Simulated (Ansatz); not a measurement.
## Si(111) with SH on 75 % of the top atoms and H on the rest: bands and core levels

What would XPS and angle-resolved spectra of Si(111) with SH on 75 % of the top atoms and H on the rest look like?

Main program and level: Ansatz 0.2.0; DFT, PBE, plane-wave PAW, default files, scalar-relativistic.

## 1. The structure

The cell holds 35 atoms: 8 H, 3 S and 24 Si. Its edges and angles: a = 7.679 Å, b = 7.679 Å, c = 24.924 Å, α = 90.0°, β = 90.0°, γ = 60.0°. It derives from Si. How the cell was made: terminated face; group: SH; share of top atoms: 0.75; rest: H; oxygen in back bonds: 0; lower face: H. Regions: ad, 7 atoms (3 S and 4 H); L1, 4 atoms (4 Si); L2, 4 atoms (4 Si); L3, 4 atoms (4 Si); mid, 4 atoms (4 Si); rest, 12 atoms (8 Si and 4 H). Vacuum lies along c.

## 2. Relaxing the atoms

The cut or typed positions aren't at rest, and spectra shift with geometry, so the relaxation comes first. 12 atoms are held to stand for the bulk. A dipole correction cancels the field between unlike faces.

input.yaml reads:

```yaml
crystal:
  lattice:
    - [7.6791796437, 0.0, 0.0]
    - [3.8395898218, 6.6503646517, 0.0]
    - [0.0, 0.0, 24.9237769138]
  atoms:
    - { symbol: H, position: [0.169288916, 0.0, 0.719143691] }
    - { symbol: H, position: [0.669288916, 0.0, 0.719143691] }
    - { symbol: H, position: [0.169288916, 0.5, 0.719143691] }
    - { symbol: S, position: [0.0, 0.0, 0.707106992] }
    - { symbol: S, position: [0.5, 0.0, 0.707106992] }
    - { symbol: S, position: [0.0, 0.5, 0.707106992] }
    - { symbol: H, position: [0.5, 0.5, 0.677416468] }
    - { symbol: Si, position: [0.0, 0.0, 0.622448876] }
    - { symbol: Si, position: [0.5, 0.0, 0.622448876] }
    - { symbol: Si, position: [0.0, 0.5, 0.622448876] }
    - { symbol: Si, position: [0.5, 0.5, 0.622448876] }
    - { symbol: Si, position: [0.833333333, 0.333333333, 0.591002879] }
    - { symbol: Si, position: [0.333333333, 0.333333333, 0.591002879] }
    - { symbol: Si, position: [0.833333333, 0.833333333, 0.591002879] }
    - { symbol: Si, position: [0.333333333, 0.833333333, 0.591002879] }
    - { symbol: Si, position: [0.833333333, 0.333333333, 0.496664891] }
    - { symbol: Si, position: [0.333333333, 0.333333333, 0.496664891] }
    - { symbol: Si, position: [0.833333333, 0.833333333, 0.496664891] }
    - { symbol: Si, position: [0.333333333, 0.833333333, 0.496664891] }
    - { symbol: Si, position: [0.166666667, 0.166666667, 0.465218895] }
    - { symbol: Si, position: [0.666666667, 0.166666667, 0.465218895] }
    - { symbol: Si, position: [0.166666667, 0.666666667, 0.465218895] }
    - { symbol: Si, position: [0.666666667, 0.666666667, 0.465218895] }
    - { symbol: Si, position: [0.166666667, 0.166666667, 0.370880907] }
    - { symbol: Si, position: [0.666666667, 0.166666667, 0.370880907] }
    - { symbol: Si, position: [0.166666667, 0.666666667, 0.370880907] }
    - { symbol: Si, position: [0.666666667, 0.666666667, 0.370880907] }
    - { symbol: Si, position: [0.0, 0.0, 0.339434911] }
    - { symbol: Si, position: [0.5, 0.0, 0.339434911] }
    - { symbol: Si, position: [0.0, 0.5, 0.339434911] }
    - { symbol: Si, position: [0.5, 0.5, 0.339434911] }
    - { symbol: H, position: [0.0, 0.0, 0.280856309] }
    - { symbol: H, position: [0.5, 0.0, 0.280856309] }
    - { symbol: H, position: [0.0, 0.5, 0.280856309] }
    - { symbol: H, position: [0.5, 0.5, 0.280856309] }
kpoints:
  mp_grid: { grid: [3, 3, 1] }
scf:
  occupations: { method: fermi_dirac, width: 0.02 }
  n_extra_bands: 25
hamiltonian:
  xc: pbe
  pseudopotentials: { kind: paw }
output:
  forces: true
  write_potential: true
  volumetric_format: []
efield:
  axis: 3
  dipole_correction: true
relax:
  f_tol: 0.03
  max_steps: 70
  constraints: [{ sites: [23, 24, 25, 26, 27, 28, 29, 30, 31, 32, 33, 34] }]
```

On the command line:

```sh
$ ansatz run input.yaml --threads 4 --pin off --max-ram 11264MiB --backend cpu --events-out ev --progress --plain --runs-dir out
```

Numbers of over 12 decimals in the logs are rounded to 6 here.

The log of the run:

```text
scf.n_extra_bands = 25 over 61 filled bands (N_el = 122.0): the run solves 86 bands
Engine: ansatz 0.2.0, aarch64-unknown-linux-gnu
Pseudopotentials: kind: paw
Pseudopotential: H, paw, valence charge 1, recommended cutoff 420 eV (normal), H.paw.azcp
Pseudopotential: S, paw, valence charge 6, recommended cutoff 420 eV (normal), S.paw.azcp
Pseudopotential: Si, paw, valence charge 4, recommended cutoff 420 eV (normal), Si.paw.azcp
Functional definition: PBE
  parameter kappa = 0.804
  parameter beta = 0.066725
  exchange = pbe_x(kappa = kappa, mu = beta*pi^2/3)
  correlation = pbe_c(beta = beta)
Crystal: 35 atoms, lattice volume = 1272.841 Å³
Basis set: ecut = 420 eV, 24809 PW (Γ), exchange–correlation on 108×108×360 points (8 copies of the dense FFT grid, shifted against one another)
Bands: 86, of which v1, the nominal top of the filled ones, is band 61 counted from 1 (60 counted from 0)
Symmetry: 1 space group operations
Space group: P1 (ITA 1), of the structure as read, at distance tolerance 1.1e-4 Å
k-points: 5 of 9 (time reversal used)
Non-local potential: H, projectors of the file, l = 0: 2, l = 1: 1
Non-local potential: S, projectors of the file, l = 0: 2, l = 1: 2, l = 2: 2
Non-local potential: Si, projectors of the file, l = 0: 2, l = 1: 2, l = 2: 2
PAW form: soft (Blöchl's): semilocal exchange-correlation on the pseudo side does not see the compensation charge
PAW one-centre angular grid: H, 110 points (default); XC on 64 Gauss nodes
PAW one-centre angular grid: S, 110 points (default); XC on 64 Gauss nodes
PAW one-centre angular grid: Si, 110 points (default); XC on 64 Gauss nodes
Initial density: superposition of atomic densities (neutral atoms: chi_scale 0, normalization atom), corrected by the library's trained network
Initial wavefunctions: pseudopotential atomic-orbital guess
Functional: x = pbe(κ = 0.804, μ = 0.219515), c = pbe(β = 0.066725)
SCF iter   1: F=—  HF=-18093.155183 eV  |F-HF|=—  |Δ(HF+E_count)|=         —  Δρ=2.03e-3  dr2=5.84e-1  ethr=1.77e-3  p=-0.125 e·Å  D=-1.78e-2 V/Å  ΔV_dip=0.44 eV  dr2_dipole=1.13e-2  V_vac-E_F(+/−)=4.09/3.64 eV  ⟨swp⟩=8.2  Hψ=2366  notcnv=0  defer=33
efield: sawtooth ramp at fractional position 0.9500 (placed from the atoms, in the widest stretch of the axis that holds none; the zero of the levels goes with the place), width 0.1000; the density the first Hamiltonian is built on has a dipole p = -0.125 e·Å; the dipole correction subtracts the counter field D = -1.78e-2 V/Å, which shifts the + side's vacuum level by +0.44 eV against the − side's; the planar-averaged density in the ramp window peaks in size at 1.1e-5 e/Å³
preconditioner: auto → Resta (q_TF=auto, 1.846 Å⁻¹)  ε∞=2.9  [insulator: Δε(μ)=0.943 eV  Ē_g=8.258 eV  σ=0.020 eV  W_gap=1.00  n_scr=134 (ndim 8)  ℏωp=11.5 eV  f_vac=0.480  D(μ)=0.00/eV (n_scr^D=0)  ε∞_Penn≈2.9  vacuum switching on, ρ_ref=4.9e-3 e/Å³]
SCF iter   2: F=—  HF=-18093.073559 eV  |F-HF|=—  |Δ(HF+E_count)|=   8.16e-2  Δρ=1.00e-3  dr2=5.24e-2  ethr=4.79e-4  p=-0.055 e·Å  D=-7.76e-3 V/Å  ΔV_dip=0.19 eV  dr2_dipole=6.10e-3  V_vac-E_F(+/−)=4.37/4.17 eV  ⟨swp⟩=3.6  Hψ=627  notcnv=0  defer=86
SCF iter   3: F=—  HF=-18093.068211 eV  |F-HF|=—  |Δ(HF+E_count)|=   5.35e-3  Δρ=4.68e-4  dr2=4.20e-3  ethr=4.30e-5  p=-0.091 e·Å  D=-1.29e-2 V/Å  ΔV_dip=0.32 eV  dr2_dipole=5.58e-4  V_vac-E_F(+/−)=4.37/4.04 eV  ⟨swp⟩=3.0  Hψ=556  notcnv=0  defer=86
SCF iter   4: F=—  HF=-18093.069155 eV  |F-HF|=—  |Δ(HF+E_count)|=   9.44e-4  Δρ=2.15e-4  dr2=2.07e-3  ethr=3.44e-6  p=-0.071 e·Å  D=-1.01e-2 V/Å  ΔV_dip=0.25 eV  dr2_dipole=6.27e-4  V_vac-E_F(+/−)=4.35/4.10 eV  ⟨swp⟩=2.2  Hψ=722  notcnv=0  defer=86
SCF iter   5: F=—  HF=-18093.069376 eV  |F-HF|=—  |Δ(HF+E_count)|=   2.22e-4  Δρ=5.39e-5  dr2=7.84e-5  ethr=1.70e-6  p=-0.081 e·Å  D=-1.15e-2 V/Å  ΔV_dip=0.29 eV  dr2_dipole=1.38e-5  V_vac-E_F(+/−)=4.38/4.10 eV  ⟨swp⟩=2.0  Hψ=469  notcnv=0  defer=86
SCF iter   6: F=-18093.069406 eV  HF=-18093.069399 eV  |F-HF|=7.58e-6  |Δ(HF+E_count)|=   2.22e-5  Δρ=2.42e-5  dr2=7.79e-6  ethr=1.84e-8  p=-0.079 e·Å  D=-1.12e-2 V/Å  ΔV_dip=0.28 eV  dr2_dipole=1.70e-8  V_vac-E_F(+/−)=4.38/4.10 eV  ⟨swp⟩=12.0  Hψ=4168  notcnv=0
SCF 1 converged in 6 iterations: F = -18093.069406 eV  dr2 = 7.79e-6
  greatest PAW one-centre occupation: 0.862 electrons in one spin orbital (limit 2), on the S atom at site 5 (counted from 0), in its partial waves of l = 0
relax step   1: F+E_penalty+E_count = -18093.06940619 eV  Δ(F+E_penalty+E_count) = +0.000e0 eV  max|allowed force component| = 2.870e0 eV/Å  Δτ_max = 0.0000 Å  (6 SCF iters, dr2 threshold 2.25e-5 eV, accepted)
Initial density: handed on by an earlier stage of this run
Initial wavefunctions: those handed on with the density
iter 1 solved again at ethr=1.60e-4 eV; its pass at ethr=3.10e-3 eV (dr2=1.95e-1 eV) is discarded
SCF iter   1: F=—  HF=-18093.418918 eV  |F-HF|=—  |Δ(HF+E_count)|=         —  Δρ=5.18e-3  dr2=1.96e-1  ethr=1.60e-4  p=-0.079 e·Å  D=-1.12e-2 V/Å  ΔV_dip=0.28 eV  dr2_dipole=1.84e-3  V_vac-E_F(+/−)=4.37/4.09 eV  ⟨swp⟩=2.0  Hψ=1585  notcnv=0  defer=84
efield: sawtooth ramp at fractional position 0.9500 (handed on by an earlier solve), width 0.1000; the density the first Hamiltonian is built on has a dipole p = -0.079 e·Å; the dipole correction subtracts the counter field D = -1.12e-2 V/Å, which shifts the + side's vacuum level by +0.28 eV against the − side's; the planar-averaged density in the ramp window peaks in size at 1.2e-6 e/Å³
preconditioner: auto → Resta (q_TF=auto, 1.846 Å⁻¹)  ε∞=3.0  [insulator: Δε(μ)=0.930 eV  Ē_g=8.188 eV  σ=0.020 eV  W_gap=1.00  n_scr=134 (ndim 8)  ℏωp=11.5 eV  f_vac=0.477  D(μ)=0.00/eV (n_scr^D=0)  ε∞_Penn≈3.0  vacuum switching on, ρ_ref=4.9e-3 e/Å³]
SCF iter   2: F=—  HF=-18093.396656 eV  |F-HF|=—  |Δ(HF+E_count)|=   2.23e-2  Δρ=2.64e-3  dr2=5.10e-2  ethr=1.60e-4  p=-0.109 e·Å  D=-1.55e-2 V/Å  ΔV_dip=0.39 eV  dr2_dipole=7.83e-5  V_vac-E_F(+/−)=4.45/4.06 eV  ⟨swp⟩=1.0  Hψ=346  notcnv=0  defer=84
SCF iter   3: F=—  HF=-18093.395316 eV  |F-HF|=—  |Δ(HF+E_count)|=   1.34e-3  Δρ=4.01e-4  dr2=1.47e-2  ethr=4.18e-5  p=-0.083 e·Å  D=-1.19e-2 V/Å  ΔV_dip=0.30 eV  dr2_dipole=8.27e-3  V_vac-E_F(+/−)=4.43/4.13 eV  ⟨swp⟩=3.6  Hψ=761  notcnv=0  defer=84
SCF iter   4: F=—  HF=-18093.393175 eV  |F-HF|=—  |Δ(HF+E_count)|=   2.14e-3  Δρ=1.55e-4  dr2=8.62e-4  ethr=1.21e-5  p=-0.123 e·Å  D=-1.75e-2 V/Å  ΔV_dip=0.44 eV  dr2_dipole=2.25e-4  V_vac-E_F(+/−)=4.50/4.06 eV  ⟨swp⟩=2.8  Hψ=536  notcnv=0  defer=84
[...]
SCF iter   4: F=—  HF=-18093.721829 eV  |F-HF|=—  |Δ(HF+E_count)|=   4.62e-7  Δρ=1.73e-6  dr2=4.65e-7  ethr=4.88e-10  p=-0.152 e·Å  D=-2.16e-2 V/Å  ΔV_dip=0.54 eV  dr2_dipole=2.16e-7  V_vac-E_F(+/−)=4.64/4.11 eV  ⟨swp⟩=2.0  Hψ=653  notcnv=0  defer=82
SCF iter   5: F=-18093.721829 eV  HF=-18093.721829 eV  |F-HF|=2.19e-9  |Δ(HF+E_count)|=   5.56e-8  Δρ=5.73e-7  dr2=5.01e-9  ethr=8.20e-11  p=-0.152 e·Å  D=-2.16e-2 V/Å  ΔV_dip=0.54 eV  dr2_dipole=7.43e-10  V_vac-E_F(+/−)=4.64/4.11 eV  ⟨swp⟩=8.0  Hψ=2987  notcnv=0
SCF 16 converged in 5 iterations: F = -18093.721829 eV  dr2 = 5.01e-9
relax step  16: F+E_penalty+E_count = -18093.72182923 eV  Δ(F+E_penalty+E_count) = -3.915e-6 eV  max|allowed force component| = 2.931e-2 eV/Å  Δτ_max = 0.0000 Å  (5 SCF iters, accepted)
NSCF: frozen V_eff on 5 k-points
the band table was solved once a step of the walk had ended and its energy, with any forces and stress, was formed, with the checks that follow a solve (2926 applications of the Hamiltonian). They found nothing against the state; the energy, forces and stress were not computed again (output.eigenvalues in the input reference)
WARN: The output density's exchange-correlation potential varies sharply where the density is thin. Do not read a vacuum level from v_tot or v_xc, or from such a field of the output density. On a cell that repeats whose density bears no net charge and no dipole along the vacuum's axis use v_es (v_loc + v_h of the components); under efield.dipole_correction with no amplitude use v_es + v_field, which holds any externa [...]
SCF converged after 5 iterations
Free energy (F): -18093.721829 eV
Harris-Foulkes:  -18093.721829 eV  (|F-HF|=2.19e-9)
Internal energy: -18093.721829 eV  (E = F + TS)
E sigma→0 (E₀):  -18093.721829 eV
Fermi energy:    0.422221 eV
Dipole field:    D = -0.021579 V/Å  (p = -0.151788 e·Å, saw-weighted, corrected)
Work function:   Φ+ = 4.6438 eV   Φ− = 4.1060 eV
Levels:          The Fermi level and band energies are counted from a zero that moves with the ramp; work functions are not
--- Per-component energies (eV) ---
  E_band       = -647.871579
  E_kinetic    = 1395.384160
  E_local      = -31871.105022  (includes V_loc(G=0)·N_el)
  E_nonlocal   = 721.879430
  E_hartree    = 15328.768131
  E_xc         = -1684.441605
  E_vxc        = -1472.039905  (∫ρ·V_xc dr)
  E_paw        = -14113.102319  (= ΣΔE_a)
  E_vpaw       = -80.605072  (= ΣTr[D̂ρ^β])
  E_aug_tail   = -0.009573  (compensation charges beyond the density's cutoff)
  E_efield     = 0.001638  (sawtooth field / dipole correction)
  E_vefield    = 1.084652  (∫n·V_field dr)
  E_ewald      = 12128.903330
  E_smearing   = -0.000000  (= −TS)
  E_closure    = -0.000000  (closes the sum)
  Σ components = -18093.721829   (vs F -18093.721829, Δ=0.00e0)
--- Forces (eV/Å), atoms counted from 1 ---
  atom   1  H      0.00054375     0.00302875     0.00252473
  atom   2  H      0.00244034     0.00276278     0.00505972
  atom   3  H      0.01099114    -0.00942427     0.01056500
  atom   4  S     -0.00437362    -0.00963138    -0.00992044
  atom   5  S      0.00603105    -0.00289802     0.00026917
  atom   6  S     -0.00019809     0.00171037     0.02784556
  atom   7  H      0.00374808    -0.00317932     0.00025369
  atom   8  Si    -0.00385669    -0.00324658     0.00619236
  atom   9  Si    -0.00365703    -0.00048227    -0.00676090
  atom  10  Si    -0.00477197     0.02105166    -0.02931406
  atom  11  Si    -0.00420836     0.00399617    -0.00212233
  atom  12  Si     0.00496337    -0.00673747    -0.00263160
  atom  13  Si     0.00241704    -0.00437599     0.00509746
  atom  14  Si    -0.00084284    -0.00839934    -0.00914229
  atom  15  Si    -0.00131447     0.00515664    -0.00530256
  atom  16  Si    -0.00148398     0.00724198    -0.00079665
  atom  17  Si    -0.00318209     0.00919506    -0.00594358
  atom  18  Si    -0.00931149     0.01064483     0.00158948
  atom  19  Si    -0.00943379    -0.00350030     0.00100029
  atom  20  Si     0.00134874    -0.00328669     0.00465033
  atom  21  Si     0.00204508    -0.00802249     0.00014668
  atom  22  Si     0.00332678     0.00137123     0.00359508
  atom  23  Si     0.00080667     0.00237913    -0.00085133
  atom  24  Si    -0.00042476    -0.00566937    -0.07944754
  atom  25  Si    -0.00057930    -0.01536244    -0.07700464
  atom  26  Si     0.00805324     0.00856998    -0.07431832
  atom  27  Si     0.00088482     0.00692960    -0.06580105
  atom  28  Si    -0.00166817    -0.00083298     0.84620350
  atom  29  Si     0.00291623     0.00031747     0.84689285
  atom  30  Si    -0.00193739    -0.00032676     0.85692590
  atom  31  Si    -0.00205452     0.00287318     0.85476695
  atom  32  H      0.00102950     0.00065126    -0.77664570
  atom  33  H     -0.00157470    -0.00019323    -0.77662279
  atom  34  H      0.00167129     0.00040310    -0.77535764
  atom  35  H      0.00161357    -0.00270315    -0.77563546
  max |Σ_I F_I| component: 4.26e-5 eV/Å
--- Band table (eV; the first three rows and the last of 5) ---
  k-point 0: bands = [... 57 lower, -0.5300, -0.5130, -0.1158, -0.1029, 0.9594, 0.9609, 0.9624, 1.4899, ... 21 higher]
  k-point 1: bands = [... 57 lower, -1.2749, -1.0491, -0.9252, -0.4799, 1.1086, 1.6840, 1.8037, 1.8190, ... 21 higher]
  k-point 2: bands = [... 57 lower, -1.2717, -1.0578, -0.9348, -0.4887, 1.1043, 1.6839, 1.8026, 1.8271, ... 21 higher]
  k-point 4: bands = [... 57 lower, -1.4983, -1.3139, -1.1881, -1.1552, 2.0477, 2.2650, 2.3298, 2.4361, ... 21 higher]
--- Relaxed structure (16 steps of the walk, 16 accepted, 0 SCFs on fresh bases) ---
  F+E_penalty+E_count = -18093.72182923 eV   max|allowed force component| = 2.931e-2 eV/Å
  atoms:
    - { symbol: H, position: [-0.039355, 0.195912, 0.715738] }
    - { symbol: H, position: [0.647428, 0.031057, 0.717246] }
    - { symbol: H, position: [0.192460, 0.335215, 0.715235] }
    - { symbol: S, position: [-0.016509, 0.00803289, 0.711856] }
    - { symbol: S, position: [0.495857, -0.012247, 0.711328] }
    - { symbol: S, position: [0.00645084, 0.503599, 0.711580] }
    - { symbol: H, position: [0.499394, 0.499733, 0.684428] }
    - { symbol: Si, position: [-0.00305919, 0.00228464, 0.624274] }
    - { symbol: Si, position: [0.499967, -0.000514579, 0.624010] }
    - { symbol: Si, position: [0.00223017, 0.497339, 0.624173] }
    - { symbol: Si, position: [0.499075, 0.500978, 0.624254] }
    - { symbol: Si, position: [0.831296, 0.334810, 0.592298] }
    - { symbol: Si, position: [0.334731, 0.333142, 0.592231] }
    - { symbol: Si, position: [0.833914, 0.831402, 0.592869] }
    - { symbol: Si, position: [0.331410, 0.834071, 0.592970] }
    - { symbol: Si, position: [0.833601, 0.333016, 0.497523] }
    - { symbol: Si, position: [0.333825, 0.332840, 0.497491] }
    - { symbol: Si, position: [0.834520, 0.832367, 0.497779] }
    - { symbol: Si, position: [0.333602, 0.833761, 0.497940] }
    - { symbol: Si, position: [0.166848, 0.166544, 0.465563] }
    - { symbol: Si, position: [0.667259, 0.165963, 0.465599] }
    - { symbol: Si, position: [0.167674, 0.666391, 0.465610] }
    - { symbol: Si, position: [0.666883, 0.666584, 0.465656] }
    - { symbol: Si, position: [0.166667, 0.166666667, 0.370881] }
    - { symbol: Si, position: [0.666667, 0.166666667, 0.370881] }
    - { symbol: Si, position: [0.166666667, 0.666666667, 0.370881] }
    - { symbol: Si, position: [0.666666667, 0.666666667, 0.370881] }
    - { symbol: Si, position: [0.0, 0.0, 0.339435] }
    - { symbol: Si, position: [0.5, 0.0, 0.339435] }
    - { symbol: Si, position: [0.0, 0.5, 0.339435] }
    - { symbol: Si, position: [0.5, 0.5, 0.339435] }
    - { symbol: H, position: [0.0, 0.0, 0.280856309] }
    - { symbol: H, position: [0.5, 0.0, 0.280856309] }
    - { symbol: H, position: [0.0, 0.5, 0.280856309] }
    - { symbol: H, position: [0.5, 0.5, 0.280856309] }
```

Elapsed: 7 min, on 4 threads of Arm Neoverse N1, shared host; peak memory 2.4 GiB; 27 min of CPU time.

Relaxation path:

```csv
step,energy less that of the first step (eV),largest force component (eV/Å)
1,0.0000,2.8696
2,-0.3238,1.0991
3,-0.4258,0.6881
4,-0.4769,0.4384
5,-0.5065,0.4148
6,-0.5213,0.1982
7,-0.5418,0.0713
8,-0.5527,0.5306
9,-0.5683,0.5895
10,-0.5898,0.5044
11,-0.6198,0.2279
12,-0.6310,0.0848
13,-0.6448,0.1826
14,-0.6459,0.2762
15,-0.6524,0.0289
16,-0.6524,0.0293
```

The atoms that moved most (Å):

```
atom      dx      dy      dz  length
  H1  -0.850   1.303  -0.085   1.558
  H3  -0.455  -1.096  -0.097   1.190
  H2  -0.049   0.207  -0.047   0.217
  H7  -0.006  -0.002   0.175   0.175
  S4  -0.096   0.053   0.118   0.161
  S5  -0.079  -0.081   0.105   0.155
  S6   0.063   0.024   0.111   0.130
Si15  -0.012   0.005   0.049   0.051
```

The relaxed structure:

```cif
data_structure
_symmetry_space_group_name_H-M 'P 1'
_symmetry_Int_Tables_number 1
_cell_length_a 7.6792
_cell_length_b 7.6792
_cell_length_c 24.9238
_cell_angle_alpha 90.000
_cell_angle_beta 90.000
_cell_angle_gamma 60.000
_cell_volume 1272.84
loop_
_atom_site_label
_atom_site_type_symbol
_atom_site_fract_x
_atom_site_fract_y
_atom_site_fract_z
_atom_site_occupancy
H1 H 0.96064 0.19591 0.71574 1
H2 H 0.64743 0.03106 0.71725 1
H3 H 0.19246 0.33522 0.71523 1
S4 S 0.98349 0.00803 0.71186 1
S5 S 0.49586 0.98775 0.71133 1
S6 S 0.00645 0.50360 0.71158 1
H7 H 0.49939 0.49973 0.68443 1
Si8 Si 0.99694 0.00228 0.62427 1
Si9 Si 0.49997 0.99949 0.62401 1
Si10 Si 0.00223 0.49734 0.62417 1
Si11 Si 0.49907 0.50098 0.62425 1
Si12 Si 0.83130 0.33481 0.59230 1
Si13 Si 0.33473 0.33314 0.59223 1
Si14 Si 0.83391 0.83140 0.59287 1
Si15 Si 0.33141 0.83407 0.59297 1
Si16 Si 0.83360 0.33302 0.49752 1
Si17 Si 0.33382 0.33284 0.49749 1
Si18 Si 0.83452 0.83237 0.49778 1
Si19 Si 0.33360 0.83376 0.49794 1
Si20 Si 0.16685 0.16654 0.46556 1
Si21 Si 0.66726 0.16596 0.46560 1
Si22 Si 0.16767 0.66639 0.46561 1
Si23 Si 0.66688 0.66658 0.46566 1
Si24 Si 0.16667 0.16667 0.37088 1
Si25 Si 0.66667 0.16667 0.37088 1
Si26 Si 0.16667 0.66667 0.37088 1
Si27 Si 0.66667 0.66667 0.37088 1
Si28 Si 0.00000 0.00000 0.33943 1
Si29 Si 0.50000 0.00000 0.33943 1
Si30 Si 0.00000 0.50000 0.33943 1
Si31 Si 0.50000 0.50000 0.33943 1
H32 H 0.00000 0.00000 0.28086 1
H33 H 0.50000 0.00000 0.28086 1
H34 H 0.00000 0.50000 0.28086 1
H35 H 0.50000 0.50000 0.28086 1
```

This step gave:

| Item | Value |
| --- | --- |
| free energy | -18093.7218 eV |
| Fermi energy | 0.4222 eV |
| symmetry operations | 1 |
| gap on the k-mesh | 1.062 eV |
| ionisation potential, upper face | 5.169 eV |
| upper vacuum level less the lowest empty level (Kohn–Sham affinity) | 4.107 eV |
| ionisation potential, lower face | 4.631 eV |

The relaxation ends 19 meV an atom lower, with a largest force component of 0.029 eV/Å on the free atoms.

(Part 1 of 4 ends here.)

[Logs are printed without paths, hosts, clocks, repeated set-up lines and the standing remarks that a program may print on its own settings, such as how far it seeks lower states.]

[Hosts, paths, dates, database ids (printed as entryN), source tags and the programs' standing remarks are cut or masked in the printed files.]

[Maps of the electrostatic potential energy from Ansatz leave out the sawtooth potential of an applied field or a dipole correction, so their vacuum need not be flat; work functions include it.]
